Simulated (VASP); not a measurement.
# Se (R-3m) in VASP: further runs, part 2 of 2

VASP 6.6.1. Earlier steps stand in the parts before.

### Step 3. Relaxation of cell and atoms, PBEsol, target pressure 187.5 GPa, at which the enthalpy is minimised

This run uses another cell than the first one, of 11.86 Å³/atom, 0.889 times its volume.

INCAR reads:

```
PREC     = Accurate       # precision mode
ENCUT    = 520            # plane-wave cutoff, eV
EDIFF    = 1E-7           # SCF threshold, eV
ISMEAR   = 0              # smearing method
SIGMA    = 0.1            # smearing width, eV
LREAL    = F              # projectors in reciprocal space
LASPH    = T              # aspherical terms in the spheres
NELM     = 60             # most SCF steps
ALGO     = Normal         # electronic algorithm
ISIF     = 3              # what is computed and relaxed
LWAVE    = F              # write WAVECAR
LCHARG   = F              # write CHGCAR
GGA      = PS             # functional
IBRION   = 2              # ionic algorithm
NSW      = 80             # ionic steps
EDIFFG   = -0.002         # ionic threshold
PSTRESS  = 1875.0
```

KPOINTS reads:

```
regular mesh
0
Gamma
  6 6 6
```

POSCAR reads:

```
Se                                      
1.0
    1.9194145509      1.1081745151      0.9290819224
   -1.9194145509      1.1081745151      0.9290819224
    0.0000000000     -2.2163490304      0.9290819224
  Se            
     1
Direct
     0.0000000000000000    0.0000000000000000    0.0000000000000000
```

Potentials or basis: VASP PAW PBE potentials, release 64 (Se).

The run is started by

```sh
$ cat potpaw_PBE.64/Se/POTCAR > POTCAR
$ mpirun -np 1 vasp_std > vasp.out
```

OUTCAR:

```text
PREC = Accurate
   ENCUT = 520
   EDIFF = 1E-7
   ISMEAR = 0
   LREAL = F
   LASPH = T
   NELM = 60
   ISIF = 3
   GGA = PS
   IBRION = 2
   NSW = 80
   EDIFFG = -0.002
   PSTRESS = 1875.0

 ion  position               nearest neighbor table
   1  0.000  0.000  0.000-

  LATTYP: Found a trigonal (rhomboedric) cell.
 ALAT       =     2.4032053996
 COS(alpha) =    -0.2758093455

  Lattice vectors:

 A1 = (   1.9194145509,   1.1081745151,   0.9290819224)
 A2 = (  -1.9194145509,   1.1081745151,   0.9290819224)
 A3 = (   0.0000000000,  -2.2163490304,   0.9290819224)

Analysis of symmetry for initial positions (statically):
=====================================================================
 Subroutine PRICEL returns:
 Original cell was already a primitive cell.

 Routine SETGRP: Setting up the symmetry group for a
 trigonal (rhombohedral) supercell.

 Subroutine GETGRP returns: Found 12 space group operations
 (whereof 12 operations were pure point group operations)
 out of a pool of 12 trial point group operations.

The static configuration has the point symmetry D_3d.

Analysis of symmetry for dynamics (positions and initial velocities):
[... 271 lines left out ...]
--------------------------------------- Ionic step       14  -------------------------------------------

 number of electron       6.0000000 magnetization

------------------------ aborting loop because EDIFF is reached ----------------------------------------
[... 69 lines left out ...]
--------------------------------------- Ionic step       16  -------------------------------------------

 number of electron       6.0000000 magnetization

 Free energy of the ion-electron system (eV)
  ---------------------------------------------------
  ext. energy  EPLUGINS =         0.00000000
  ---------------------------------------------------
  free energy    TOTEN  =        -0.48333955 eV

  energy without entropy =       -0.47914562  energy(sigma->0) =       -0.48124259

 E-fermi :  16.0928     XC(G=0): -13.8022

 val. band max:       16.0493567534   @ k =   0.5000   0.5000   0.5000
 cond. band min:      16.1390547648   @ k =  -0.3333   0.1667   0.0000
 fundamental gap:      0.0896980114
 Fermi energy:        16.0928192757

 k-point     1 :       0.0000    0.0000    0.0000
  band No.  band energies     occupation
      1      -8.7687      2.00000
      2      21.6144      0.00000
      3      24.1767      0.00000
      4      24.1767      0.00000
      5      28.0378      0.00000
      6      28.0378      0.00000
      7      31.1957      0.00000
[... 221 lines left out ...]
 k-point    24 :      -0.3333    0.5000    0.1667
  band No.  band energies     occupation
      1       0.8324      2.00000
      2       5.8828      2.00000
      3       9.0586      2.00000
      4      19.1916      0.00000
      5      23.9427      0.00000
      6      28.0801      0.00000
      7      30.6291      0.00000

 [... further k-points ...]

------------------------ aborting loop because EDIFF is reached ----------------------------------------

  FORCE on cell =-STRESS in cart. coord.  units (eV):
  Direction    XX          YY          ZZ          XY          YZ          ZX
  --------------------------------------------------------------------------------------
  -------------------------------------------------------------------------------------
  Total       12.4882756     12.4882763     12.4881318      0.0000000     -0.0000000      0.0000000
  in kB     1874.9417110   1874.9418029   1874.9201128      0.0000000     -0.0000005      0.0000000
  external PRESSURE =      -0.0654578 kB  Pullay stress =    1875.0000000 kB
[... 20 lines left out ...]
  energy  without entropy=       -0.4791456173  energy(sigma->0) =       -0.48124259

  enthalpy is  TOTEN    =        12.0053243247 eV   P V=       12.4886638792

 reached required accuracy - stopping structural energy minimisation
```

OSZICAR:

```text
N       E                     dE             d eps       ncg     rms          rms(c)
DAV:   1     0.111784704539E+02    0.11178E+02   -0.32197E+03   476   0.759E+02
DAV:   2    -0.153901760657E+01   -0.12717E+02   -0.11408E+02   630   0.835E+01
DAV:   3    -0.165305923845E+01   -0.11404E+00   -0.11382E+00   539   0.927E+00
DAV:   4    -0.165310107722E+01   -0.41839E-04   -0.41838E-04   700   0.195E-01
[... 102 lines left out ...]
       N       E                     dE             d eps       ncg     rms          rms(c)
DAV:   1    -0.483340032323E+00   -0.96313E-03   -0.34693E-05   553   0.398E-02    0.491E-03
DAV:   2    -0.483339739562E+00    0.29276E-06   -0.63971E-07   497   0.773E-03    0.260E-03
DAV:   3    -0.483339554744E+00    0.18482E-06   -0.26923E-07   448   0.363E-03    0.308E-04
DAV:   4    -0.483339554569E+00    0.17553E-09   -0.59931E-09   224   0.785E-04
  16 F= 0.12005324E+02 E0= 0.12007421E+02  d E =-.691174E-06
```

Run time: 20 s. Hardware: 1 thread of Intel Xeon Platinum 8488C (Sapphire Rapids), shared host; peak memory 0.12 GiB.

What came out:

* Free energy: -0.4833 eV
* Relaxed volume: 10.67 Å³/atom
* Relaxed cell: a = 2.333 Å, b = 2.333 Å, c = 2.333 Å, α = 106.66°, β = 106.66°, γ = 106.66°
* Space group after relaxing (to 0.05 Å): R-3m (No. 166)
* Energy change on relaxing (the enthalpy is what falls): +1144.0 meV/atom
* Ionic steps: 16
* Pressure after relaxing: 187.5 GPa
* Band gap on the k mesh: none (metal or under the smearing width)

The path:
| step | energy change (eV) | largest force (eV/Å) | pressure (GPa) | volume (Å³) |
| --- | --- | --- | --- | --- |
| 1 | 0.0000 | 0.0000 | 125.00 | 11.86 |
| 2 | 21.2908 | 0.0000 | 1664.55 | 5.56 |
| 3 | 0.7715 | 0.0000 | 169.95 | 11.01 |
| 4 | 0.9395 | 0.0000 | 179.32 | 10.86 |
| 5 | 1.0863 | 0.0000 | 186.74 | 10.73 |
| 6 | 1.1118 | 0.0000 | 188.03 | 10.71 |
| 7 | 1.1574 | 0.0000 | 188.36 | 10.66 |
| 8 | 1.1485 | 0.0000 | 187.74 | 10.67 |
| 9 | 1.1495 | 0.0000 | 187.81 | 10.67 |
| 10 | 1.1193 | 0.0000 | 186.13 | 10.69 |
| 11 | 1.1435 | 0.0000 | 187.47 | 10.67 |
| 12 | 1.1434 | 0.0000 | 187.47 | 10.67 |
| 13 | 1.1425 | 0.0000 | 187.43 | 10.67 |
| 14 | 1.1432 | 0.0000 | 187.45 | 10.67 |
| 15 | 1.1449 | 0.0000 | 187.54 | 10.67 |
| 16 | 1.1440 | 0.0000 | 187.49 | 10.67 |

Final structure:
```
Se
1.0
     1.87124    1.08036    0.87978
    -1.87124    1.08036    0.87978
     0.00000   -2.16073    0.87978
Se
1
Direct
  0.00000 0.00000 0.00000
```

Levels at points of the mesh, in eV from the Fermi level:
```
           k point  band 1  band 2  band 3  band 4  band 5  band 6  band 7
(0.00, 0.00, 0.00)  -24.86    5.52    8.08    8.08   11.94   11.94   15.10
(0.50, 0.00, 0.00)  -17.22  -14.31    1.98    4.76    7.59    9.63   24.84
(0.50, 0.50, 0.00)  -14.70  -13.58   -2.25    3.92    5.32   10.15   20.89
(0.50, 0.50, 0.50)   -7.49   -7.49   -7.44   -5.12   -0.04   -0.04   23.86
```

Caveat: the k mesh is coarse (spacing up to 0.49 Å⁻¹), so the values aren't converged; the cell is relaxed towards a set pressure, so the enthalpy falls and the energy may rise; the PAW data sets were made with another functional, which shifts forces and pressure a little.

### Step 4. Relaxation of cell and atoms, PBEsol, target pressure 187.5 GPa, at which the enthalpy is minimised

This run uses another cell than the first one, of 10.67 Å³/atom, 0.800 times its volume.

INCAR is that of step 3.

KPOINTS is that of step 3.

POSCAR reads:

```
Se                                      
1.0
    1.8712449395      1.0803637958      0.8797785639
   -1.8712449395      1.0803637958      0.8797785639
   -0.0000000000     -2.1607275921      0.8797785642
  Se            
     1
Direct
     0.0000000000000000    0.0000000000000000    0.0000000000000000
```

Potentials or basis: VASP PAW PBE potentials, release 64 (Se).

The run is started by

```sh
$ cat potpaw_PBE.64/Se/POTCAR > POTCAR
$ mpirun -np 1 vasp_std > vasp.out
```

OUTCAR:

```text
PREC = Accurate
   ENCUT = 520
   EDIFF = 1E-7
   ISMEAR = 0
   LREAL = F
   LASPH = T
   NELM = 60
   ISIF = 3
   GGA = PS
   IBRION = 2
   NSW = 80
   EDIFFG = -0.002
   PSTRESS = 1875.0

 ion  position               nearest neighbor table
   1  0.000  0.000  0.000-

  LATTYP: Found a trigonal (rhomboedric) cell.
 ALAT       =     2.3329710406
 COS(alpha) =    -0.2866860061

  Lattice vectors:

 A1 = (   1.8712449395,   1.0803637958,   0.8797785639)
 A2 = (  -1.8712449395,   1.0803637958,   0.8797785639)
 A3 = (   0.0000000000,  -2.1607275921,   0.8797785642)

Analysis of symmetry for initial positions (statically):
=====================================================================
 Subroutine PRICEL returns:
 Original cell was already a primitive cell.

 Routine SETGRP: Setting up the symmetry group for a
 trigonal (rhombohedral) supercell.

 Subroutine GETGRP returns: Found 12 space group operations
 (whereof 12 operations were pure point group operations)
 out of a pool of 12 trial point group operations.

The static configuration has the point symmetry D_3d.

Analysis of symmetry for dynamics (positions and initial velocities):
[... 161 lines left out ...]

 val. band max:       16.0496223041   @ k =   0.5000   0.5000   0.5000
 cond. band min:      16.1390910833   @ k =  -0.3333   0.1667   0.0000
 fundamental gap:      0.0894687793
 Fermi energy:        16.0928964576

 k-point     1 :       0.0000    0.0000    0.0000
  band No.  band energies     occupation
      1      -8.7687      2.00000
      2      21.6144      0.00000
      3      24.1767      0.00000
      4      24.1767      0.00000
      5      28.0380      0.00000
      6      28.0380      0.00000
      7      31.1964      0.00000
[... 221 lines left out ...]
 k-point    24 :      -0.3333    0.5000    0.1667
  band No.  band energies     occupation
      1       0.8324      2.00000
      2       5.8829      2.00000
      3       9.0586      2.00000
      4      19.1916      0.00000
      5      23.9431      0.00000
      6      28.0805      0.00000
      7      30.6301      0.00000

 [... further k-points ...]
[... 5 lines left out ...]
  --------------------------------------------------------------------------------------
  -------------------------------------------------------------------------------------
  Total       12.4889496     12.4889502     12.4875216      0.0000000     -0.0000000      0.0000000
  in kB     1875.0428919   1875.0429836   1874.8284991      0.0000000     -0.0000005      0.0000000
  external PRESSURE =      -0.0285418 kB  Pullay stress =    1875.0000000 kB

 VOLUME and BASIS-vectors are now :
 -----------------------------------------------------------------------------
  energy-cutoff  :      520.00
  volume of cell :       10.67
      direct lattice vectors                 reciprocal lattice vectors
     1.871244939  1.080363796  0.879778564     0.267201791  0.154269022  0.378883218
    -1.871244939  1.080363796  0.879778564    -0.267201791  0.154269022  0.378883218
     0.000000000 -2.160727592  0.879778564     0.000000000 -0.308538045  0.378883218

 POSITION                                       TOTAL-FORCE (eV/Angst)
 -----------------------------------------------------------------------------------
      0.00000      0.00000      0.00000         0.000000      0.000000      0.000000
 -----------------------------------------------------------------------------------
    total drift:                               -0.000000     -0.000000      0.000000

  FREE ENERGIE OF THE ION-ELECTRON SYSTEM (eV)
  ---------------------------------------------------
  free  energy   TOTEN  =        -0.4830673710 eV

  energy  without entropy=       -0.4788719859  energy(sigma->0) =       -0.48096968

  enthalpy is  TOTEN    =        12.0055965084 eV   P V=       12.4886638795

 reached required accuracy - stopping structural energy minimisation
```

CONTCAR:

```text
Se
   1.00000000000000
     1.8712449394999999    1.0803637958000001    0.8797785639000000
    -1.8712449394999999    1.0803637958000001    0.8797785639000000
     0.0000000000000000   -2.1607275921000002    0.8797785642000000
  Se
     1
Direct
     0.0000000000000000    0.0000000000000000    0.0000000000000000

  0.00000000E+00  0.00000000E+00  0.00000000E+00
```

Wall time 2.7 s (1 thread of Intel Xeon Platinum 8488C (Sapphire Rapids), shared host); peak memory 0.11 GiB.

What came out:

- Free energy: -0.4831 eV
- Pressure after relaxing: 187.5 GPa
- Band gap on the k mesh: none (metal or under the smearing width)

Final structure:
```cif
data_structure
_symmetry_space_group_name_H-M 'P 1'
_symmetry_Int_Tables_number 1
_cell_length_a 2.3330
_cell_length_b 2.3330
_cell_length_c 2.3330
_cell_angle_alpha 106.660
_cell_angle_beta 106.660
_cell_angle_gamma 106.660
_cell_volume 10.67
loop_
_atom_site_label
_atom_site_type_symbol
_atom_site_fract_x
_atom_site_fract_y
_atom_site_fract_z
_atom_site_occupancy
Se1 Se 0.00000 0.00000 0.00000 1
```

Caveat: the k mesh is coarse (spacing up to 0.51 Å⁻¹), so the values aren't converged; the relaxation stopped at its first step, so nothing moved; the cell is relaxed towards a set pressure, so the enthalpy falls and the energy may rise; the PAW data sets were made with another functional, which shifts forces and pressure a little.
